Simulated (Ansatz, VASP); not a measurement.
# AlNi: VASP beside Ansatz

File INCAR:

```
ALGO = Fast
EDIFF = 1E-7
ENCUT = 520
GGA = PS
ISIF = 2
ISMEAR = 0
LASPH = True
LCHARG = True
LELF = True
LREAL = False
LVHAR = True
LWAVE = False
NBANDS = 14
NELM = 60
PREC = Accurate
SIGMA = 0.1
```

Contents of KPOINTS:

```
k-points
0
Gamma
  14 14 14
```

POSCAR

```
AlNi
1.0
    2.8332528117      0.0000000000      0.0000000000
    0.0000000000      2.8332528117      0.0000000000
    0.0000000000      0.0000000000      2.8332528117
Al Ni
1 1
Direct
    0.0000000000      0.0000000000      0.0000000000
    0.5000000000      0.5000000000      0.5000000000
```

Input for Ansatz:

```yaml
crystal:
  lattice:
    - [2.8332528117, 0.0, 0.0]
    - [0.0, 2.8332528117, 0.0]
    - [0.0, 0.0, 2.8332528117]
  atoms:
    - { symbol: Al, position: [0.0, 0.0, 0.0] }
    - { symbol: Ni, position: [0.5, 0.5, 0.5] }
basis:
  ecutwfc: 420
kpoints:
  mp_grid: { grid: [14, 14, 14] }
hamiltonian:
  xc: pbesol
scf:
  occupations: { method: gaussian, width: 0.1 }
output:
  forces: true
  stress: true
  eigenvalues: true
```

Alike in both runs: task single point; functional PBEsol; k mesh 14 × 14 × 14; occupations gaussian, width 0.1 eV; no spin polarisation.

```csv
,VASP,Ansatz
version,VASP 6.6.1,Ansatz 0.2.0
potentials or method,"VASP PAW PBE potentials, release 64 (Al, Ni)","scalar-relativistic, plane waves, PAW"
plane-wave cutoff (eV),520,420
valence electrons in the cell,13,21
```

|  | VASP | Ansatz | Ansatz less VASP |
| --- | --- | --- | --- |
| gap on the k mesh at the Fermi level (eV) | none | none | - |
| pressure (GPa) | 5.8 | 5.7 | -0.11 |

A gap of «none» marks a metal or a gap that the smearing closes. The two sets of potentials don't hold the same shells in valence.

Caveats: the PAW data sets were made with another functional, which shifts forces and pressure a little (VASP). Spin polarisation is off, so any magnetic state and its effect on volume and gap are missing.
